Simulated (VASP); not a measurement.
# Cr (P6_3/mmc) in VASP: notebook, part 2 of 2

VASP 6.6.1. Earlier steps stand in the parts before.

### Step 5. Single point, PBEsol, collinear spin, ferromagnetic start

Contents of INCAR:

```
SYSTEM = Cr
ADDGRID = .FALSE.
ALGO = Normal
EDIFF = 1E-6
ENCUT = 350
GGA = PS
ISIF = 2
ISMEAR = 1
ISPIN = 2
LASPH = .TRUE.
LCHARG = .FALSE.
LMAXMIX = 4
LORBIT = 11
LREAL = .FALSE.
LWAVE = .FALSE.
MAGMOM = 3 3
NELM = 100
PREC = Accurate
SIGMA = 0.1
```

Contents of KPOINTS:

```
k-points
0
G
  10 10 6
  0 0 0
```

Contents of POSCAR:

```
Cr
1.0
    2.7140000000      0.0000000000      0.0000000000
   -1.3570000000      2.3503929459      0.0000000000
    0.0000000000      0.0000000000      4.4100000000
Cr
2
Direct
    0.6666666667      0.3333333333      0.7500000000
    0.3333333333      0.6666666667      0.2500000000
```

Potentials or basis: VASP PAW PBE potentials, release 64 (Cr_pv).

Run with:

```bash
> cat potpaw_PBE.64/Cr_pv/POTCAR > POTCAR
> mpirun -np 1 vasp_std > vasp.out
```

OUTCAR:

```text
SYSTEM = Cr
   EDIFF = 1E-6
   ENCUT = 350
   GGA = PS
   ISIF = 2
   ISMEAR = 1
   ISPIN = 2
   LASPH = .TRUE.
   LORBIT = 11
   LREAL = .FALSE.
   NELM = 100
   PREC = Accurate

 Found     56 irreducible k-points:

 Following reciprocal coordinates:
            Coordinates               Weight
  0.000000  0.000000  0.000000      1.000000
  0.100000  0.000000  0.000000      6.000000
  0.200000  0.000000  0.000000      6.000000
  0.300000 -0.000000  0.000000      6.000000
  0.400000  0.000000  0.000000      6.000000
  0.500000  0.000000  0.000000      3.000000
   k-points           NKPTS =     56   k-points in BZ     NKDIM =     56   number of bands    NBANDS=     19
   number of dos      NEDOS =    301   number of ions     NIONS =      2
   total plane-waves  NPLWV =   9072
   dimension x,y,z NGX =    18 NGY =   18 NGZ =   28
   dimension x,y,z NGXF=    36 NGYF=   36 NGZF=   56
   ions per type =               2
   NGX,Y,Z   is equivalent  to a cutoff of  11.03, 11.03, 10.56 a.u.
   NGXF,Y,Z  is equivalent  to a cutoff of  22.05, 22.05, 21.11 a.u.
 SYSTEM =  Cr
   PREC   = accura    normal or accurate (medium, high low for compatibility)
   ISTART =      0    job   : 0-new  1-cont  2-samecut
   ICHARG =      2    charge: 1-file 2-atom 10-const
   ISPIN  =      2    spin polarized calculation?
   LNONCOLLINEAR =      F non collinear calculations
   LSORBIT =      F    spin-orbit coupling
   LASPH  =      T    aspherical Exc in radial PAW
   ENCUT  =  350.0 eV  25.72 Ry    5.07 a.u.   4.14  4.14  6.73*2*pi/ulx,y,z
   NELM   =    100;   NELMIN=  2; NELMDL= -5     # of ELM steps
   EDIFF  = 0.1E-05   stopping-criterion for ELM
[... 8 lines left out ...]
   TEBEG  =    0.0;   TEEND  =   0.0 temperature during run
   PSTRESS=    0.0 pullay stress
   NELECT =      24.0000    total number of electrons
   NUPDOWN=      -1.0000    fix difference up-down
   EMIN   =  10.00;   EMAX   =-10.00  energy-range for DOS
   EFERMI =   0.00;   METHOD = LEGACY
   ISMEAR =     1;   SIGMA  =   0.10  broadening in eV -4-tet -1-fermi 0-gaus
   EFERMI_NEDOS =   21; number of points for ismear=-14 and -15
   IALGO  =     38    algorithm
   IMIX   =      4    mixing-type and parameters
     AMIX     =   0.40;   BMIX     =  1.00
     AMIX_MAG =   1.60;   BMIX_MAG =  1.00
  volume/ion in A,a.u.               =      14.07        94.92
  Fermi-wavevector in a.u.,A,eV,Ry     =   1.552681  2.934142 32.801180  2.410819
  Thomas-Fermi vector in A             =   2.657021
   LORBIT       =     11    0 simple, 1 ext, 2 COOP (PROOUT), +10 PAW based schemes
[... 20 lines left out ...]
  ---------------------------------------------------
  free energy    TOTEN  =       -18.91162455 eV

  energy without entropy =      -18.91356277  energy(sigma->0) =      -18.91227062

 E-fermi :   8.1242     XC(G=0): -12.6967

 val. band max:        8.1218924956   @ k =   0.0000   0.0000   0.0000
 cond. band min:       8.1270401918   @ k =   0.0000   0.0000   0.1667
 fundamental gap:      0.0051476963
 Fermi energy:         8.1242347533

 spin component 1

 k-point     1 :       0.0000    0.0000    0.0000
  band No.  band energies     occupation
      1     -35.1519      1.00000
      2     -34.8083      1.00000
      3     -34.8083      1.00000
      4     -34.7408      1.00000
      5     -34.7408      1.00000
      6     -34.6606      1.00000
[... 109 lines left out ...]
      6     -34.7770      1.00000
[... 11 lines left out ...]
     18      12.6555      0.00000
     19      15.0222      0.00000

 [... further k-points ...]

 spin component 2

 k-point     1 :       0.0000    0.0000    0.0000
  band No.  band energies     occupation
      1     -34.4426      1.00000
      2     -34.0136      1.00000
      3     -34.0136      1.00000
      4     -33.9450      1.00000
      5     -33.9450      1.00000
      6     -33.9415      1.00000
[... 109 lines left out ...]
      6     -34.0102      1.00000
[... 11 lines left out ...]
     18      13.1958      0.00000
     19      16.0966      0.00000

 [... further k-points ...]
[... 5 lines left out ...]
  --------------------------------------------------------------------------------------
  -------------------------------------------------------------------------------------
  Total       -6.0852923     -6.0852923     -5.1501277     -0.0000000      0.0000000      0.0000000
  in kB     -346.5796967   -346.5796968   -293.3186485     -0.0000000      0.0000000      0.0000000
  external PRESSURE =    -328.8260140 kB  Pullay stress =       0.0000000 kB

 VOLUME and BASIS-vectors are now :
 -----------------------------------------------------------------------------
  energy-cutoff  :      350.00
  volume of cell :       28.13
      direct lattice vectors                 reciprocal lattice vectors
     2.714000000  0.000000000  0.000000000     0.368459838  0.212730387  0.000000000
    -1.357000000  2.350392946  0.000000000     0.000000000  0.425460773  0.000000000
     0.000000000  0.000000000  4.410000000     0.000000000  0.000000000  0.226757370

 POSITION                                       TOTAL-FORCE (eV/Angst)
 -----------------------------------------------------------------------------------
      1.35700      0.78346      3.30750        -0.000000      0.000000      0.000000
     -0.00000      1.56693      1.10250         0.000000      0.000000      0.000000
 -----------------------------------------------------------------------------------
    total drift:                               -0.000000      0.000000     -0.000000

  FREE ENERGIE OF THE ION-ELECTRON SYSTEM (eV)
  ---------------------------------------------------
  free  energy   TOTEN  =       -18.9116245467 eV

  energy  without entropy=      -18.9135627735  energy(sigma->0) =      -18.91227062

 total charge

# of ion       s       p       d       tot
------------------------------------------
    1        0.376   6.282   4.049  10.707
    2        0.376   6.282   4.049  10.707
--------------------------------------------------
tot          0.752  12.565   8.097  21.414

 magnetization (x)

# of ion       s       p       d       tot
------------------------------------------
    1        0.001   0.020   0.751   0.771
    2        0.001   0.020   0.751   0.771
--------------------------------------------------
tot          0.001   0.039   1.502   1.543
```

OSZICAR:

```text
N       E                     dE             d eps       ncg     rms          rms(c)
DAV:   1     0.195661177415E+03    0.19566E+03   -0.12076E+04  4320   0.118E+03
DAV:   2    -0.149720507309E+02   -0.21063E+03   -0.20597E+03  4325   0.374E+02
DAV:   3    -0.212351580009E+02   -0.62631E+01   -0.61477E+01  4525   0.782E+01
DAV:   4    -0.213230181349E+02   -0.87860E-01   -0.87790E-01  5515   0.820E+00
DAV:   5    -0.213246961021E+02   -0.16780E-02   -0.16759E-02  4811   0.103E+00    0.194E+01
DAV:   6    -0.186990239519E+02    0.26257E+01   -0.17126E+01  4424   0.447E+01    0.551E+00
DAV:   7    -0.188947605530E+02   -0.19574E+00   -0.67340E-01  4667   0.747E+00    0.285E+00
DAV:   8    -0.189064377203E+02   -0.11677E-01   -0.28302E-02  5077   0.127E+00    0.112E+00
DAV:   9    -0.189080034551E+02   -0.15657E-02   -0.10539E-02  5312   0.816E-01    0.501E-01
DAV:  10    -0.189112201126E+02   -0.32167E-02   -0.71458E-03  4592   0.452E-01    0.207E-01
DAV:  11    -0.189116079832E+02   -0.38787E-03   -0.55972E-04  5043   0.227E-01    0.772E-02
DAV:  12    -0.189116271217E+02   -0.19139E-04   -0.57837E-05  6072   0.613E-02    0.320E-02
DAV:  13    -0.189116241614E+02    0.29602E-05   -0.13337E-05  4589   0.319E-02    0.127E-02
DAV:  14    -0.189116245467E+02   -0.38528E-06   -0.15507E-06  3044   0.112E-02
   1 F= -.18911625E+02 E0= -.18912271E+02  d E =0.193823E-02  mag=     1.6622
```

stdout:

```text
POSCAR found type information on POSCAR Cr
 POSCAR found :  1 types and       2 ions
 scaLAPACK will be used
 -----------------------------------------------------------------------------
|                                                                             |
|                                                                             |
|     You enforced a specific xc type in the INCAR file but a different       |
|     I HOPE YOU KNOW WHAT YOU ARE DOING!                                     |
|                                                                             |
 -----------------------------------------------------------------------------

 LDA part: xc-table for (Slater+PW92), standard interpolation
 POSCAR, INCAR and KPOINTS ok, starting setup
 FFT: planning ... GRIDC
 FFT: planning ... GRID_SOFT
 FFT: planning ... GRID
 WAVECAR not read
 entering main loop
```

It took 25 s on 1 thread of Intel Xeon Platinum 8488C (Sapphire Rapids), shared host; peak memory 0.14 GiB.

These settings aren't checked as converged: the numbers below hold their error.

Results:

| Item | Value |
| --- | --- |
| Free energy | -18.9116 eV |
| Pressure | -32.9 GPa |
| Band gap on the k mesh | none (metal or under the smearing width) |
| Net moment | 1.66 μB per cell |
| Site moments | Cr +0.77 μB |
| Valence electrons inside the program's atomic spheres | Cr 10.71 |

Caveat: a pressure of tens of GPa on the cell as given is suspect, and the run, the potentials or the cell itself is likely at fault; the PAW data sets were made with another functional, which shifts forces and pressure a little.

### Step 6. Single point, PBEsol, collinear spin, ferromagnetic start

INCAR, as its differences from that of step 5:

```diff
@@ -4,3 +4,3 @@
 EDIFF = 1E-6
-ENCUT = 350
+ENCUT = 250
 GGA = PS
```

Contents of KPOINTS:

```
k-points
0
G
  12 12 7
  0 0 0
```

POSCAR is that of step 5.

Potentials or basis: VASP PAW PBE potentials, release 64 (Cr_pv).

Run with:

```bash
> cat potpaw_PBE.64/Cr_pv/POTCAR > POTCAR
> mpirun -np 1 vasp_std > vasp.out
```

OUTCAR:

```text
SYSTEM = Cr
   EDIFF = 1E-6
   ENCUT = 250
   GGA = PS
   ISIF = 2
   ISMEAR = 1
   ISPIN = 2
   LASPH = .TRUE.
   LORBIT = 11
   LREAL = .FALSE.
   NELM = 100
   PREC = Accurate

 Found     76 irreducible k-points:

 Following reciprocal coordinates:
            Coordinates               Weight
  0.000000  0.000000  0.000000      1.000000
  0.083333 -0.000000  0.000000      6.000000
  0.166667 -0.000000  0.000000      6.000000
  0.250000 -0.000000  0.000000      6.000000
  0.333333 -0.000000  0.000000      6.000000
  0.416667  0.000000  0.000000      6.000000
   k-points           NKPTS =     76   k-points in BZ     NKDIM =     76   number of bands    NBANDS=     19
[... 357 lines left out ...]
 -----------------------------------------------------------------------------
  energy-cutoff  :      250.00
  volume of cell :       28.13
      direct lattice vectors                 reciprocal lattice vectors
     2.714000000  0.000000000  0.000000000     0.368459838  0.212730387  0.000000000
    -1.357000000  2.350392946  0.000000000     0.000000000  0.425460773  0.000000000
     0.000000000  0.000000000  4.410000000     0.000000000  0.000000000  0.226757370

 POSITION                                       TOTAL-FORCE (eV/Angst)
 -----------------------------------------------------------------------------------
      1.35700      0.78346      3.30750         0.000000      0.000000      0.000000
     -0.00000      1.56693      1.10250        -0.000000     -0.000000      0.000000
 -----------------------------------------------------------------------------------
    total drift:                               -0.000000      0.000000     -0.000000

  FREE ENERGIE OF THE ION-ELECTRON SYSTEM (eV)
  ---------------------------------------------------
  free  energy   TOTEN  =       -18.7731328615 eV

  energy  without entropy=      -18.7734521504  energy(sigma->0) =      -18.77323929

 total charge

# of ion       s       p       d       tot
------------------------------------------
    1        0.375   6.299   4.070  10.745
    2        0.375   6.299   4.070  10.745
--------------------------------------------------
tot          0.751  12.598   8.141  21.489

 magnetization (x)

# of ion       s       p       d       tot
------------------------------------------
    1        0.001   0.025   0.846   0.872
    2        0.001   0.025   0.846   0.872
--------------------------------------------------
tot          0.002   0.051   1.691   1.744
```

It took 18 s on 1 thread of Intel Xeon Platinum 8488C (Sapphire Rapids), shared host; peak memory 0.13 GiB.

The run converged, but a check on its numbers failed (symmetry, net force, bounds or a known fault of this set-up), so they aren't taken as properties of the crystal.

Caveat: the cutoff lies under the usual one of these potentials, so the numbers hold a large basis-set error; a pressure of tens of GPa on the cell as given is suspect, and the run, the potentials or the cell itself is likely at fault; the PAW data sets were made with another functional, which shifts forces and pressure a little.
